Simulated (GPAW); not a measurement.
# SnO2 (Cassiterite) (P4_2/mnm) in GPAW: notebook, part 2 of 3

GPAW 26.7.0. The steps go on from the part before.

**3. Relaxation of cell and atoms, OLYP**

run.py

```python
from ase.filters import FrechetCellFilter
from ase.io import read, write
from ase.optimize import BFGS
from gpaw import GPAW, PW, setup_paths

setup_paths.insert(0, '.')

atoms = read('SnO2.xyz')

calc = GPAW(mode=PW(800),
            xc='GGA_X_OPTX+GGA_C_LYP',
            kpts={'size': (4, 4, 5), 'gamma': True},
            occupations={'name': 'fermi-dirac', 'width': 0.05},
            nbands=43,
            convergence={'density': 1e-06, 'energy': 1e-06, 'eigenstates': 1e-10},
            eigensolver='davidson',
            maxiter=150,
            txt='gpaw.txt')
atoms.calc = calc
opt = BFGS(FrechetCellFilter(atoms), trajectory='relax.traj', logfile='-')
done = opt.run(fmax=0.02, steps=100)
calc.write('gs.gpw')
write('result.traj', atoms)
print('Converged:', done)
print('Cell:', atoms.cell.cellpar().round(4))
print('Volume:', round(atoms.get_volume(), 4))
print(atoms.get_scaled_positions().round(5))
```

SnO2.xyz

```xyz
6
Lattice="4.7380000000 0.0000000000 0.0000000000 0.0000000000 4.7380000000 0.0000000000 0.0000000000 0.0000000000 3.1865000000" Properties=species:S:1:pos:R:3 pbc="T T T"
Sn     2.3690000000      2.3690000000      1.5932500000
Sn     0.0000000000      0.0000000000      0.0000000000
O      3.8240398000      0.9139602000      1.5932500000
O      3.2829602000      3.2829602000      0.0000000000
O      0.9139602000      3.8240398000      1.5932500000
O      1.4550398000      1.4550398000      0.0000000000
```

Potentials or basis: PAW data sets generated in the run's folder for this functional, pw.

Launch:

```console
> gpaw-setup -f GGA_X_OPTX+GGA_C_LYP O Sn
> OMP_NUM_THREADS=1 python run.py
```

Wall time 5 min (1 thread of Intel Xeon 6975P-C (Granite Rapids), shared host); peak memory 0.4 GiB.

It converged, with:

| Item | Value |
| --- | --- |
| Free energy | -35.9447 eV |
| Relaxed volume | 12.59 Å³/atom |
| Relaxed cell | a = 4.847 Å, b = 4.847 Å, c = 3.216 Å, α = 90.00°, β = 90.00°, γ = 90.00° |
| Space group after relaxing (to 0.05 Å) | P4_2/mnm (No. 136) |
| Energy gained by relaxing | 21.4 meV/atom |
| Ionic steps | 12 |
| Pressure after relaxing | 0.0 GPa |
| Band gap on the k mesh | 0.93 eV, direct |

Forces in eV/Å, atoms in the order of the input:
```
Sn   0.000  0.000  0.000
Sn   0.000  0.000  0.000
O   -0.002  0.002  0.000
O    0.002  0.002  0.000
O    0.002 -0.002  0.000
O   -0.002 -0.002  0.000
```

Step by step:
```csv
step,energy change (eV),largest force (eV/Å),pressure (GPa),volume (Å³)
1,0.0000,0.2027,10.53,71.53
2,-0.0268,0.1108,9.16,71.93
3,-0.1089,0.2554,1.82,74.44
4,-0.1154,0.2272,0.72,74.91
5,-0.1225,0.0964,-0.33,75.45
6,-0.1241,0.0089,-0.30,75.51
7,-0.1246,0.0306,-0.10,75.46
8,-0.1251,0.0545,0.11,75.41
9,-0.1261,0.0715,0.36,75.37
10,-0.1278,0.0565,0.39,75.41
11,-0.1283,0.0204,0.18,75.51
12,-0.1285,0.0025,0.03,75.56
```

Final structure:
```
Sn O
1.0
     4.84719    0.00000    0.00000
     0.00000    4.84719    0.00000
     0.00000    0.00000    3.21602
Sn O
2 4
Direct
  0.50000 0.50000 0.50000
  0.00000 0.00000 0.00000
  0.80706 0.19294 0.50000
  0.69294 0.69294 0.00000
  0.19294 0.80706 0.50000
  0.30706 0.30706 0.00000
```

Levels at points of the mesh, in eV from the valence-band top:
| k point | band 23 | band 24 | band 25 | band 26 | band 27 | band 28 | band 29 | band 30 |
| --- | --- | --- | --- | --- | --- | --- | --- | --- |
| (0.00, 0.00, 0.00) | -1.22 | -0.73 | -0.73 | 0.00 | 0.93 | 6.00 | 6.50 | 6.50 |
| (0.50, 0.00, 0.00) | -1.17 | -1.17 | -0.60 | -0.60 | 4.06 | 4.06 | 7.27 | 7.27 |
| (0.50, 0.50, 0.00) | -1.28 | -1.28 | -0.85 | -0.85 | 4.46 | 4.46 | 7.56 | 7.56 |

Caveat: the k mesh is coarse; later steps reuse the first step's grids; spin-orbit coupling is left out, which moves the levels of the heavy elements. Zero-point motion and thermal expansion aren't in these numbers.

**4. Relaxation of cell and atoms, WC, target pressure 2 GPa, at which the enthalpy is minimised**

run.py

```python
from ase.filters import FrechetCellFilter
from ase.io import read, write
from ase.optimize import BFGS
from ase.units import GPa
from gpaw import GPAW, PW, setup_paths

setup_paths.insert(0, '.')

atoms = read('SnO2.cif')

calc = GPAW(mode=PW(800),
            xc='WC',
            kpts={'size': (4, 4, 5), 'gamma': True},
            occupations={'name': 'fermi-dirac', 'width': 0.05},
            nbands=43,
            convergence={'density': 1e-06, 'energy': 1e-06, 'eigenstates': 1e-10},
            maxiter=150,
            txt='gpaw.txt')
atoms.calc = calc
opt = BFGS(FrechetCellFilter(atoms, scalar_pressure=2 * GPa), trajectory='relax.traj', logfile='-')
done = opt.run(fmax=0.02, steps=60)
calc.write('gs.gpw')
write('result.traj', atoms)
print('Converged:', done)
print('Cell:', atoms.cell.cellpar().round(4))
print('Volume:', round(atoms.get_volume(), 4))
print(atoms.get_scaled_positions().round(5))
```

SnO2.cif

```cif
data_SnO2
_cell_length_a 4.73800000
_cell_length_b 4.73800000
_cell_length_c 3.18650000
_cell_angle_alpha 90.00000000
_cell_angle_beta 90.00000000
_cell_angle_gamma 90.00000000
_space_group_name_H-M_alt 'P4_2/mnm'
_space_group_name_Hall '-P 4n 2n'
_space_group_IT_number 136
loop_
_space_group_symop_operation_xyz
'x,y,z'
'-x,-y,-z'
'-y+1/2,x+1/2,z+1/2'
'y+1/2,-x+1/2,-z+1/2'
'-x,-y,z'
'x,y,-z'
'y+1/2,-x+1/2,z+1/2'
'-y+1/2,x+1/2,-z+1/2'
'x+1/2,-y+1/2,-z+1/2'
'-x+1/2,y+1/2,z+1/2'
'-y,-x,-z'
'y,x,z'
'-x+1/2,y+1/2,-z+1/2'
'x+1/2,-y+1/2,z+1/2'
'y,x,-z'
'-y,-x,z'
loop_
_atom_site_label
_atom_site_type_symbol
_atom_site_symmetry_multiplicity
_atom_site_Wyckoff_symbol
_atom_site_fract_x
_atom_site_fract_y
_atom_site_fract_z
_atom_site_occupancy
Sn1 Sn 2 a 0.5000000000 0.5000000000 0.5000000000 1
O1 O 4 f 0.8071000000 0.1929000000 0.5000000000 1
```

Potentials or basis: PAW data sets generated in the run's folder for this functional, pw.

Launch:

```console
> gpaw-setup -f WC O Sn
> OMP_NUM_THREADS=1 python run.py
```

gpaw.txt:

```text
__  _  _
 | _ |_)|_||  |
 |__||  | ||/\| - 26.7.0

Input parameters:
  mode=PW(ecut=800.0),
  convergence={'density': 1e-06, 'energy': 1e-06, 'eigenstates': 1e-10},
  kpts=MonkhorstPack(size=(4, 4, 5), gamma=True),
  maxiter=150,
  nbands=43,
  occupations=Occupations(name='fermi-dirac', width=0.05),
  xc=XC(name='WC')

Diagonalizing LCAO Hamiltonian
Converting LCAO to pw mode
    .-----------.
   /|           |
  / |           |
 *  | O         |
 |  .---Sn-O----.
 | /       O   /
 |/   O       /
 Sn----------*

Atoms  # Å, Bohr magnetons
|   | symbol |        x |        y |        z |    initial magnetic moments |
|---|--------|----------|----------|----------|-----------------------------|
| 0 |     Sn | 2.369000 | 2.369000 | 1.593250 | ( 0.0000,  0.0000,  0.0000) |
| 1 |     Sn | 0.000000 | 0.000000 | 0.000000 | ( 0.0000,  0.0000,  0.0000) |
| 2 |      O | 3.824040 | 0.913960 | 1.593250 | ( 0.0000,  0.0000,  0.0000) |
| 3 |      O | 0.913960 | 3.824040 | 1.593250 | ( 0.0000,  0.0000,  0.0000) |
| 4 |      O | 1.455040 | 1.455040 | 0.000000 | ( 0.0000,  0.0000,  0.0000) |
| 5 |      O | 3.282960 | 3.282960 | 0.000000 | ( 0.0000,  0.0000,  0.0000) |

Unit cell  # Å
| periodic |        x |        y |        z |  lengths |    angles |
|----------|----------|----------|----------|----------|-----------|
[... 750 lines left out ...]
|---|------|------------------------------|
| 0 |  E   |  1, 0, 0,  0, 1, 0,  0, 0, 1 |
| 1 |  σ   |  1, 0, 0,  0, 1, 0,  0, 0,-1 |
| 2 |  σ   |  0, 1, 0,  1, 0, 0,  0, 0, 1 |
| 3 |  C2  |  0, 1, 0,  1, 0, 0,  0, 0,-1 |
| 4 |  σ   |  0,-1, 0, -1, 0, 0,  0, 0, 1 |
| 5 |  C2  |  0,-1, 0, -1, 0, 0,  0, 0,-1 |
| 6 |  C2  | -1, 0, 0,  0,-1, 0,  0, 0, 1 |
| 7 |  i   | -1, 0, 0,  0,-1, 0,  0, 0,-1 |
[... 210 lines left out ...]
            O
              Sn
                 O
            O
       Sn

Atoms  # Å, Bohr magnetons
|   | symbol |        x |         y |         z |    initial magnetic moments |
|---|--------|----------|-----------|-----------|-----------------------------|
| 0 |     Sn | 2.370405 |  2.370405 |  1.597888 | ( 0.0000,  0.0000,  0.0000) |
| 1 |     Sn | 0.000000 | -0.000000 | -0.000000 | ( 0.0000,  0.0000,  0.0000) |
| 2 |      O | 3.820730 |  0.920080 |  1.597888 | ( 0.0000,  0.0000,  0.0000) |
| 3 |      O | 0.920080 |  3.820730 |  1.597888 | ( 0.0000,  0.0000,  0.0000) |
| 4 |      O | 1.450324 |  1.450324 | -0.000000 | ( 0.0000,  0.0000,  0.0000) |
| 5 |      O | 3.290486 |  3.290486 | -0.000000 | ( 0.0000,  0.0000,  0.0000) |

Unit cell  # Å
| periodic |         x |         y |         z |  lengths |    angles |
|----------|-----------|-----------|-----------|----------|-----------|
|      yes |  4.740811 | -0.000000 |  0.000000 | 4.740811 | 90.000000 |
|      yes | -0.000000 |  4.740811 | -0.000000 | 4.740811 | 90.000000 |
|      yes | -0.000000 | -0.000000 |  3.195776 | 3.195776 | 90.000001 |

Number of symmetries: 8
Symmetry operations  # r_c * U_cc + t_c -> r_c
|   | kind |            matrix            |
|---|------|------------------------------|
| 0 |  E   |  1, 0, 0,  0, 1, 0,  0, 0, 1 |
| 1 |  σ   |  1, 0, 0,  0, 1, 0,  0, 0,-1 |
| 2 |  σ   |  0, 1, 0,  1, 0, 0,  0, 0, 1 |
| 3 |  C2  |  0, 1, 0,  1, 0, 0,  0, 0,-1 |
| 4 |  σ   |  0,-1, 0, -1, 0, 0,  0, 0, 1 |
| 5 |  C2  |  0,-1, 0, -1, 0, 0,  0, 0,-1 |
| 6 |  C2  | -1, 0, 0,  0,-1, 0,  0, 0, 1 |
| 7 |  i   | -1, 0, 0,  0,-1, 0,  0, 0,-1 |
[... 199 lines left out ...]
Forces  # eV/Ang
|        x |        y |       z |
|----------|----------|---------|
|  0.00000 |  0.00000 | 0.00000 |  # Sn   0
|  0.00000 |  0.00000 | 0.00000 |  # Sn   1
|  0.00789 | -0.00789 | 0.00000 |  # O    2
| -0.00789 |  0.00789 | 0.00000 |  # O    3
|  0.00791 |  0.00791 | 0.00000 |  # O    4
| -0.00791 | -0.00791 | 0.00000 |  # O    5

# Writing to gs.gpw (mode='')
```

It took 2.4 min on 1 thread of Intel Xeon 6975P-C (Granite Rapids), shared host; peak memory 0.32 GiB.

Results:

```yaml
Free_energy: -40.9244 eV
Relaxed_volume: 11.97 Å³/atom
Relaxed_cell: a = 4.741 Å, b = 4.741 Å, c = 3.196 Å, α = 90.00°, β = 90.00°, γ = 90.00°
Space_group_after_relaxing_to_0.05_Å: P4_2/mnm (No. 136)
Energy_change_on_relaxing_the_enthalpy_is_what_falls: -1.4 meV/atom
Ionic_steps: 5
Pressure_after_relaxing: 1.9 GPa
Largest_force_after_relaxing: 0.011 eV/Å
Band_gap_on_the_k_mesh: 1.12 eV, direct
```

Forces on the atoms (eV/Å):
```
Sn   0.000  0.000  0.000
Sn   0.000  0.000  0.000
O    0.008 -0.008  0.000
O   -0.008  0.008  0.000
O    0.008  0.008  0.000
O   -0.008 -0.008  0.000
```

Step by step:
```csv
step,energy change (eV),largest force (eV/Å),pressure (GPa),volume (Å³)
1,0.0000,0.1929,3.13,71.53
2,-0.0027,0.1258,2.89,71.58
3,-0.0060,0.0117,2.36,71.68
4,-0.0064,0.0147,2.30,71.70
5,-0.0083,0.0112,1.89,71.83
```

Final structure:
```yaml
crystal:
  lattice:
    - [4.74081, 0.00000, 0.00000]
    - [0.00000, 4.74081, 0.00000]
    - [0.00000, 0.00000, 3.19578]
  atoms:
    - { symbol: Sn, position: [0.50000, 0.50000, 0.50000] }
    - { symbol: Sn, position: [0.00000, 0.00000, 0.00000] }
    - { symbol: O, position: [0.80592, 0.19408, 0.50000] }
    - { symbol: O, position: [0.19408, 0.80592, 0.50000] }
    - { symbol: O, position: [0.30592, 0.30592, 0.00000] }
    - { symbol: O, position: [0.69408, 0.69408, 0.00000] }
```

Levels at points of the mesh, in eV from the valence-band top:
```tsv
k point	band 22	band 23	band 24	band 25	band 26	band 27	band 28	band 29	band 30	band 31
(0.00, 0.00, 0.00)	-1.24	-1.24	-0.78	-0.78	0.00	1.12	6.02	6.14	6.14	10.23
(0.50, 0.00, 0.00)	-1.99	-1.20	-1.20	-0.63	-0.63	4.32	4.32	6.91	6.91	10.85
(0.50, 0.50, 0.00)	-2.02	-1.32	-1.32	-0.90	-0.90	4.73	4.73	7.36	7.36	10.88
```

Caveat: the k mesh is coarse; later steps reuse the first step's grids; spin-orbit coupling is left out, which moves the levels of the heavy elements.

[end of part 2 of 3]
